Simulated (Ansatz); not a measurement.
This is a single-point calculation with Ansatz 0.2.0 on La2O3 (P-3m1) from a database of computed structures; the level of theory is PBE0. The geometry is the r2SCAN minimum.

Input (YAML):
```yaml
crystal:
  lattice:
    - [3.9351015402, 0.0, 0.0]
    - [-1.9675507701, 3.4078979003, 0.0]
    - [0.0, 0.0, 6.1262271608]
  atoms:
    - { symbol: La, position: [0.6666666667, 0.3333333333, 0.7538431652] }
    - { symbol: La, position: [0.3333333333, 0.6666666667, 0.2461568348] }
    - { symbol: O, position: [0.6666666667, 0.3333333333, 0.3538862911] }
    - { symbol: O, position: [0.3333333333, 0.6666666667, 0.6461137089] }
    - { symbol: O, position: [0.0, 0.0, 0.0] }
kpoints:
  mp_grid: { grid: [6, 6, 2] }
  band_path:
    path:
      - [0.0, 0.0, 0.0]
      - [0.5, 0.0, 0.0]
      - [0.3333333333, 0.3333333333, 0.0]
      - [0.0, 0.0, 0.5]
      - [0.5, 0.0, 0.5]
      - [0.3333333333, 0.3333333333, 0.5]
      - [0.0, 0.5, 0.5]
      - [0.0, 0.5, 0.0]
    npoints: 1
hamiltonian:
  xc: pbe0
scf:
  occupations: { method: fixed }
  n_extra_bands: 5
output:
  forces: true
  stress: true
  eigenvalues: true
  write_density: true
  write_potential: true
  elf: true
  volumetric_format: npy
```

Command: `ansatz run input.yaml --threads 4 --pin off --max-ram 6451MiB --backend cpu --events-out ev --progress --plain --runs-dir out`. It took 64 s on 4 threads of Arm Neoverse V1, on a shared host, load about 0.4 per core; peak host memory 1.4 GiB.

**Question.** What does the program print?

**Answer.** What the program printed (shortened):
```
scf.n_extra_bands = 5 over 20 filled bands (N_el = 40.0): the run solves 25 bands
Pseudopotential: La, paw, valence charge 11, recommended cutoff 420 eV (normal)
Pseudopotential: O, paw, valence charge 6, recommended cutoff 420 eV (normal)
Functional definition: PBE0
  parameter a = 0.25
  parameter kappa = 0.804
  parameter beta = 0.06672455060314922
  exchange = (1 - a)*pbe_x(kappa = kappa, mu = beta*pi^2/3) + a*exact_x
  correlation = pbe_c(beta = beta)
Crystal: 5 atoms, lattice volume = 82.155 Å³
Basis set: ecut = 420 eV, 1641 PW (Γ)
Symmetry: 12 space group operations
Space group: P-3m1 (ITA 164)
k-points: 14 of 72
[warm-up without exact exchange]
SCF iter   1: HF=-14212.058205 eV  Δρ=2.12e-3  dr2=3.30e-3
SCF iter   2: HF=-14212.061649 eV  Δρ=1.97e-3  dr2=2.84e-3
SCF iter   3: HF=-14212.061416 eV  Δρ=9.13e-4  dr2=4.01e-4
SCF 1 stopped early in 3 iterations: F = -14212.061594 eV  dr2 = 4.01e-4
[exact exchange on]
SCF iter   1: HF=-14218.709510 eV  Δρ=1.21e-2  dr2=2.19e-1
preconditioner: auto → none  [insulator: Δε(μ)=6.275 eV  ℏωp=24.6 eV]
SCF iter   2: HF=-14218.649857 eV  Δρ=1.09e-2  dr2=7.74e-2
SCF iter   3: HF=-14218.633395 eV  Δρ=2.25e-3  dr2=6.81e-3
SCF iter   4: HF=-14218.676316 eV  Δρ=2.27e-3  dr2=6.39e-3
SCF iter   5: HF=-14218.674301 eV  Δρ=5.31e-4  dr2=2.44e-4
SCF iter   6: HF=-14218.674305 eV  Δρ=4.41e-4  dr2=2.26e-4
SCF iter   7: HF=-14218.674263 eV  Δρ=4.16e-5  dr2=1.03e-4
SCF iter   8: HF=-14218.675355 eV  Δρ=2.21e-4  dr2=4.94e-5
SCF iter   9: HF=-14218.675341 eV  Δρ=1.74e-5  dr2=1.41e-6
SCF 2 stopped early in 9 iterations: F = -14218.675343 eV  dr2 = 1.41e-6
hybrid outer 1: dexx = +4.999e-2 eV, tail = 1.01e-4 eV
SCF iter   1: HF=-14218.673611 eV  Δρ=1.19e-4  dr2=1.19e-5
SCF iter   2: HF=-14218.673610 eV  Δρ=2.22e-5  dr2=6.80e-7
SCF iter   3: HF=-14218.673612 eV  Δρ=1.34e-5  dr2=1.00e-7
SCF iter   4: HF=-14218.673612 eV  Δρ=3.35e-6  dr2=1.67e-8
SCF iter   5: HF=-14218.673612 eV  Δρ=2.03e-6  dr2=3.17e-9
SCF 3 converged in 5 iterations: F = -14218.673612 eV  dr2 = 3.17e-9
hybrid outer 2: dexx = +2.370e-6 eV, tail = 4.82e-8 eV, Δε = 4.85e-3 eV, ΔF = 2.66e-3 eV/Å
Free energy (F): -14218.673612 eV
Fermi energy:    8.318625 eV
--- Forces (eV/Å), atoms counted from 1 ---
  atom   1  La      0.00000      0.00000    -0.17588
  atom   2  La      0.00000      0.00000      0.17588
  atom   3  O       0.00000      0.00000    -0.02593
  atom   4  O       0.00000      0.00000      0.02593
  atom   5  O       0.00000      0.00000      0.00000
--- Stress (GPa, compression-positive) ---
       -1.373848       0.000000       0.000000
        0.000000      -1.373848       0.000000
        0.000000       0.000000      -0.537496
  P = ⅓ Tr σ = -1.0951 GPa (-10.951 kbar)
--- Band table (eV; the first three rows and the last of 14) ---
  k-point 0: bands = […, 5.9229, 6.0814, 6.5076, 7.9286, 7.9286, 8.2223, 15.1016, 15.3082, 15.3082, 15.7587, …]
  k-point 1: bands = […, 6.2668, 6.2668, 7.2789, 7.4687, 8.0224, 8.0224, 15.7093, 15.7093, 15.9966, 16.0958, …]
  k-point 2: bands = […, 6.1680, 6.1958, 7.1224, 7.5467, 7.9098, 8.1201, 15.1281, 15.5245, 15.6272, 15.9996, …]
  k-point 13: bands = […, 6.8422, 6.8422, 7.6731, 8.0112, 8.0112, 8.0844, 14.9395, 15.7088, 16.3497, 16.3497, …]
```
Only the leading digits can be foreseen; the rest is this run's record.

The rows of the band table are 0: (0, 0, 0) = Γ, 1: (0, 0, -1/2) = A, 2: (0, 1/6, 0), 13: (1/3, 1/3, -1/2) = H.

bands.tsv, columns around the gap (it counts bands from 0):
```tsv
# k_distance	band_15	band_16	band_17	band_18	band_19	band_20	band_21	band_22	band_23
# fermi_ev = 8.318625
# [0, 0, 0] at k_distance = 0.000000
# [0.5, 0, 0] at k_distance = 0.921856
# [0.3333333333, 0.3333333333, 0] at k_distance = 1.454091
# [0, 0, 0.5] at k_distance = 2.635643
# [0.5, 0, 0.5] at k_distance = 3.557500
# [0.3333333333, 0.3333333333, 0.5] at k_distance = 4.089734
# [0, 0.5, 0.5] at k_distance = 4.621968
# [0, 0.5, 0] at k_distance = 5.134778
# levels_relative_to = fermi_ev
0.000	-2.237	-1.811	-0.390	-0.390	-0.096	6.783	6.990	6.990	7.440
0.922	-0.850	-0.768	-0.705	-0.460	-0.319	6.127	7.658	7.912	8.491
1.454	-1.393	-0.903	-0.886	-0.886	-0.126	6.031	7.419	7.419	8.583
2.636	-2.052	-1.040	-0.850	-0.296	-0.296	7.391	7.391	7.678	7.777
3.558	-1.068	-1.037	-0.797	-0.394	0.000	6.992	7.186	8.553	8.636
4.090	-1.476	-0.645	-0.307	-0.307	-0.234	6.621	7.390	8.031	8.031
4.622	-1.068	-1.037	-0.797	-0.394	0.000	6.992	7.186	8.553	8.636
5.135	-0.850	-0.768	-0.705	-0.460	-0.319	6.127	7.658	7.912	8.491
```
In order the rows are Γ, M, K, A, L, H, L, M.

Planar averages along the third cell vector, from rho_z.tsv and v_z.tsv (valence density with its augmentation; electrostatic potential energy of an electron, of which only differences have a meaning):
```tsv
z (Å)	ρ (e/Å³)	v_es (eV)
0.00	0.565	8.13
0.27	0.468	8.57
0.54	0.330	8.75
0.82	0.349	6.26
1.09	0.430	2.95
1.36	0.507	1.69
1.50	0.557	1.26
1.77	0.713	-0.58
2.04	0.827	-0.16
2.31	0.679	3.96
2.59	0.376	9.06
2.86	0.186	12.73
3.13	0.155	13.29
3.40	0.257	11.19
3.68	0.528	6.62
3.95	0.788	1.53
4.22	0.793	-0.83
4.49	0.626	0.30
4.63	0.557	1.26
4.90	0.467	2.07
5.17	0.390	4.39
5.45	0.322	7.98
5.72	0.385	8.81
5.99	0.538	8.26
```

PBE0 gives an indirect gap of 6.03 eV, from L to K; the least direct gap is 6.16 eV at K. The gap is the least over the mesh and the extra points. With the atoms held, the mean pressure is -1.1 GPa (compression positive). The stress of a hybrid is loosely converged here. The largest force is 0.18 eV/Å.

(Simulation; spin polarisation is off.)

Spin-orbit coupling is left out.

The meshes of the hybrids are coarse, so their gaps aren't converged to the digits shown.
